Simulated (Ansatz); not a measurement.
The parent structure is AlSb in the zinc blende structure (space group F-43m, No. 216; a = 6.1772 Å). Axes: x, y, z lie along the cube axes.

Now apply this change: biaxial strain +0.63 %, plane normal [111], relaxed out of plane (Cartesian); in-plane vectors clamped, the third vector and the atoms free.

Levels (all Ansatz, an electronic-structure program, PAW): r2SCAN (500 eV, no SOC); HSE06+SOC (420 eV, spin-orbit coupling included).

The geometry is relaxed with r2SCAN.

- r2SCAN band gap: 1.46 eV
- r2SCAN valence-band top at Γ: 0.00, -0.07, -0.07 eV

Question: What does HSE06+SOC give at this geometry for the band gap and valence-band top at Γ?

Answer: The band gap grows by 0.07 eV to 1.53 eV; the valence-band top at Γ (three highest Kramers pairs, from the VBM) becomes 0.00, -0.05, -0.75 eV (r2SCAN: 0.00, -0.07, -0.07 eV).

Single points use the geometry relaxed with r2SCAN. The hybrid gap comes from the SCF mesh plus the semilocal run's edge points and a few special points and is an upper bound. The spin-orbit shifts are approximate. With Sb present, leaving out spin-orbit coupling can change the band edges. Whether these cells are dynamically stable was not tested.
